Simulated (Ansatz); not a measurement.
α-quartz-type GeO2 (metastable phase), treated with PBEsol-D3(BJ) (PAW; Ansatz, a program for electronic structure).

Output (set-up and result lines):

```
Relaxation: its limit of steps is 80 (relax.max_steps)
Crystal: 9 atoms, lattice volume = 115.847 Å³
Basis set: ecut = 520 eV, 3087 PW (Γ), exchange–correlation on 80×80×90 points (8 copies of the dense FFT grid, shifted against one another)
Bands: 48, of which v1, the nominal top of the filled ones, is band 39 counted from 1 (38 counted from 0)
Symmetry: 6 space group operations
Space group: P3221 (ITA 154), of the structure as read, at distance tolerance 4.9e-5 Å
k-points: 100 of 864 (time reversal used)
Functional: x = pbesol(κ = 0.804, μ = 0.12345679012345678), c = pbesol(β = 0.046)
SCF iter   1: F=—  HF=-16126.250286 eV  |F-HF|=—  |Δ(HF+E_count)|=         —  Δρ=1.33e-2  dr2=1.60e-1
SCF iter   2: F=—  HF=-16126.204842 eV  |F-HF|=—  |Δ(HF+E_count)|=   4.54e-2  Δρ=2.00e-3  dr2=1.33e-3
  ...
SCF 1 converged in 6 iterations: F = -16126.205148 eV  dr2 = 7.75e-8
Crystal: 9 atoms, lattice volume = 115.847 Å³
Initial density: handed on by an earlier stage of this run
SCF 2 converged in 5 iterations: F = -16126.217045 eV  dr2 = 8.55e-7
  ...
Crystal: 9 atoms, lattice volume = 115.847 Å³
SCF 4 converged in 5 iterations: F = -16126.224079 eV  dr2 = 7.42e-8
Crystal: 9 atoms, lattice volume = 115.847 Å³
SCF 5 converged in 4 iterations: F = -16126.224082 eV  dr2 = 1.49e-9
Crystal: 9 atoms, lattice volume = 115.847 Å³
SCF iter   4: F=—  HF=-16126.224083 eV  |F-HF|=—  |Δ(HF+E_count)|=  3.27e-11  Δρ=1.45e-7  dr2=1.93e-11
SCF iter   5: F=-16126.224083 eV  HF=-16126.224083 eV  |F-HF|=3.64e-12  |Δ(HF+E_count)|=  4.18e-11  Δρ=8.89e-8  dr2=8.11e-12
SCF 6 converged in 5 iterations: F = -16126.224083 eV  dr2 = 8.11e-12
SCF converged after 5 iterations
Free energy (F): -16126.224083 eV
Internal energy: -16126.224083 eV  (E = F + TS)
E sigma→0 (E₀):  -16126.224083 eV
Fermi energy:    6.036759 eV
--- Forces (eV/Å), atoms counted from 1 ---
  atom   1  Ge     0.00016813     0.00029121     0.00000000
  atom   2  Ge    -0.00033626    -0.00000000     0.00000000
  atom   3  Ge     0.00016813    -0.00029121    -0.00000000
  atom   4  O      0.00010138    -0.00005830     0.00003668
  atom   5  O     -0.00000020     0.00011695     0.00003668
  atom   6  O     -0.00010118     0.00005865    -0.00003668
  atom   7  O     -0.00000020    -0.00011695    -0.00003668
  atom   8  O      0.00010138     0.00005830    -0.00003668
  atom   9  O     -0.00010118    -0.00005865     0.00003668
--- Stress (GPa, compression-positive) ---
        0.794321       0.000000      -0.000000
        0.000000       0.794321      -0.000000
       -0.000000      -0.000000       0.795425
  P = ⅓ Tr σ = 0.7947 GPa (7.947 kbar)
```

Task: Write an input file that could have produced this run (the log leaves some choices open).

Result: One answer among several that fit: 
Ansatz 0.2 input:
```yaml
crystal:
  lattice:
    - [2.439185684, -4.2247935337, 0.0]
    - [2.439185684, 4.2247935337, 0.0]
    - [0.0, 0.0, 5.6208986327]
  atoms:
    - { symbol: Ge, position: [0.0, 0.4465049559, 0.3333333333] }
    - { symbol: Ge, position: [0.5534950441, 0.5534950441, 0.0] }
    - { symbol: Ge, position: [0.4465049559, 0.0, 0.6666666667] }
    - { symbol: O, position: [0.3108129905, 0.3893419428, 0.2487828151] }
    - { symbol: O, position: [0.6106580572, 0.9214710477, 0.9154494818] }
    - { symbol: O, position: [0.6891870095, 0.0785289523, 0.4178838516] }
    - { symbol: O, position: [0.9214710477, 0.6106580572, 0.0845505182] }
    - { symbol: O, position: [0.3893419428, 0.3108129905, 0.7512171849] }
    - { symbol: O, position: [0.0785289523, 0.6891870095, 0.5821161484] }
basis:
  ecutwfc: 520
  ecutrho_ratio: 4
  xc_grid: 2
kpoints:
  mp_grid: { grid: [12, 12, 6] }
hamiltonian:
  xc: pbesol
  dispersion: d3bj
  pseudopotentials: { kind: paw }
scf:
  occupations: { method: fermi_dirac, width: 0.01 }
output:
  forces: true
  stress: true
  eigenvalues: true
relax:
  f_tol: 0.004
  escape_saddle: false
  max_steps: 80
  cell: { stress_tol: 0.02, fix: [volume] }
```

The cell is one volume of an energy–volume scan, off the minimum.

The PAW data were made under PBE.
